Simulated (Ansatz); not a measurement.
Level of theory: DFT PBE, scalar-relativistic, plane waves, PAW (Ansatz). Settings: cutoff 420 eV, Γ-centred meshes spaced at most about 0.3 Å⁻¹, and about 0.25 Å⁻¹ or finer for metals (2π included), Gaussian smearing. No spin polarisation.

These are static total energies at zero pressure.

Compare these two cells of SiW₂, each relaxed at this level.

A. Space group P2_1/m (No. 11), monoclinic, a = 2.749 Å, b = 4.190 Å, c = 8.065 Å, β = 97.2°. Si is surrounded by 8 W at 2.61–2.85 Å and 2 Si at 2.75 Å; W on its first site has 2 Si at 2.61 Å, 5 W at 2.62–2.75 Å, 1 Si at 2.85 Å and 3 W at 3.05 Å; W on its second site is surrounded by 5 Si at 2.67–2.73 Å, 3 W at 2.75 Å and 5 W at 2.98–3.05 Å.

B. Space group P4/nmm (No. 129), tetragonal, a = 3.691 Å, c = 6.761 Å. Around Si lie 9 W at 2.52–2.67 Å; around W on a site of symmetry -4m2 lie 4 W at 2.61 Å, 4 Si at 2.67 Å and 4 W at 2.95 Å; W on a site of symmetry 4mm is surrounded by 5 Si at 2.52–2.64 Å, 4 W at 2.95 Å and 4 W at 3.38 Å.

Question: Which would you expect to be lower, and how large is the difference?

Answer: B is lower, by 14 meV/atom. A has space group P2_1/m (No. 11), 15.4 Å³/atom and no gap on its mesh; B has the Cu2Sb type, space group P4/nmm (No. 129), 15.4 Å³/atom and no gap. Counting Si atoms around W (those within 1.25 times the shortest such distance or 1.15 times the sum of covalent radii; a plus sign parts nearer from farther groups; a slash parts the counts of unlike sites), A has W 2+1/5 and B has W 4/5. Even the lower one lies +0.10 eV/atom against the reference forms of the elements (uncorrected), so neither is stable at this level. Origin: A, invented, then shaken at random and relaxed again; B, invented. Shaken at random and relaxed again, B falls into a cell with space group Pmmn (No. 59), 139 meV/atom lower and the lowest form computed, so it is a saddle point or a shallow minimum.

For metals, differences of a few meV/atom aren't resolved. Spin–orbit coupling, which can matter for W, is left out. Cells without such a test can be saddle points. Some candidate types were left out of the draw beforehand, so a known form may be missing.
